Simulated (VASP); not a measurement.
Input of a VASP 6.6.1 run:

The input INCAR:

```
PREC = Accurate
ENCUT = 520
EDIFF = 1E-6
ISMEAR = -1
SIGMA = 0.05
LREAL = F
LASPH = T
NELM = 80
ALGO = Normal
ISIF = 2
LWAVE = F
LCHARG = F
LMAXMIX = 4
METAGGA = TPSS
LMIXTAU = T
NBANDS = 14
```

File KPOINTS:

```
regular mesh
0
Gamma
  10 10 10
```

The input POSCAR:

```
HfC
1.0
    0.0000000000      2.3250000000      2.3250000000
    2.3250000000      0.0000000000      2.3250000000
    2.3250000000      2.3250000000      0.0000000000
Hf C
1 1
Direct
    0.5000000000      0.5000000000      0.5000000000
    0.0000000000      0.0000000000      0.0000000000
```

File KPOINTS_OPT:

```
path GXWKGLUWLK,UX
10
line-mode
reciprocal
 0.0000000000  0.0000000000  0.0000000000  G
 0.5000000000  0.0000000000  0.5000000000  X

 0.5000000000  0.0000000000  0.5000000000  X
 0.5000000000  0.2500000000  0.7500000000  W

 0.5000000000  0.2500000000  0.7500000000  W
 0.3750000000  0.3750000000  0.7500000000  K

 0.3750000000  0.3750000000  0.7500000000  K
 0.0000000000  0.0000000000  0.0000000000  G

 0.0000000000  0.0000000000  0.0000000000  G
 0.5000000000  0.5000000000  0.5000000000  L

 0.5000000000  0.5000000000  0.5000000000  L
 0.6250000000  0.2500000000  0.6250000000  U

 0.6250000000  0.2500000000  0.6250000000  U
 0.5000000000  0.2500000000  0.7500000000  W

 0.5000000000  0.2500000000  0.7500000000  W
 0.5000000000  0.5000000000  0.5000000000  L

 0.5000000000  0.5000000000  0.5000000000  L
 0.3750000000  0.3750000000  0.7500000000  K

 0.6250000000  0.2500000000  0.6250000000  U
 0.5000000000  0.0000000000  0.5000000000  X
```

Potentials or basis: VASP PAW PBE potentials, release 64 (Hf_pv, C).

The run is started by

```bash
$ cat potpaw_PBE.64/Hf_pv/POTCAR potpaw_PBE.64/C/POTCAR > POTCAR
$ mpirun -np 1 vasp_std > vasp.out
```

Problem. What does it give for the pressure?

Solution. -1.4 GPa.

Problem. Predict the band gap along the path.

Solution. None (metal or under the smearing width).

Levels at the corners of the path, in eV from the Fermi level:
| point | band 5 | band 6 | band 7 | band 8 | band 9 | band 10 |
| --- | --- | --- | --- | --- | --- | --- |
| Γ | 0.98 | 0.98 | 0.98 | 1.37 | 1.37 | 1.37 |
| X | -2.69 | -1.85 | -0.14 | -0.14 | 5.45 | 6.72 |
| X | -2.69 | -1.85 | -0.14 | -0.14 | 5.45 | 6.72 |
| W | -3.02 | -2.80 | -2.80 | 3.66 | 3.66 | 6.74 |
| W | -3.02 | -2.80 | -2.80 | 3.66 | 3.66 | 6.74 |
| K | -3.59 | -2.82 | -1.67 | 1.55 | 5.77 | 6.18 |
| K | -3.59 | -2.82 | -1.67 | 1.55 | 5.77 | 6.18 |
| Γ | 0.98 | 0.98 | 0.98 | 1.37 | 1.37 | 1.37 |
| Γ | 0.98 | 0.98 | 0.98 | 1.37 | 1.37 | 1.37 |
| L | -6.22 | -3.01 | -3.01 | 5.32 | 5.32 | 5.80 |
| L | -6.22 | -3.01 | -3.01 | 5.32 | 5.32 | 5.80 |
| U | -3.59 | -2.82 | -1.67 | 1.55 | 5.77 | 6.18 |
| U | -3.59 | -2.82 | -1.67 | 1.55 | 5.77 | 6.18 |
| W | -3.02 | -2.80 | -2.80 | 3.66 | 3.66 | 6.74 |
| W | -3.02 | -2.80 | -2.80 | 3.66 | 3.66 | 6.74 |
| L | -6.22 | -3.01 | -3.01 | 5.32 | 5.32 | 5.80 |
| L | -6.22 | -3.01 | -3.01 | 5.32 | 5.32 | 5.80 |
| K | -3.59 | -2.82 | -1.67 | 1.55 | 5.77 | 6.18 |
| U | -3.59 | -2.82 | -1.67 | 1.55 | 5.77 | 6.18 |
| X | -2.69 | -1.85 | -0.14 | -0.14 | 5.45 | 6.72 |

Caveat: the PAW data sets were made with another functional, which shifts forces and pressure a little; spin-orbit coupling is left out, which moves the levels of the heavy elements.
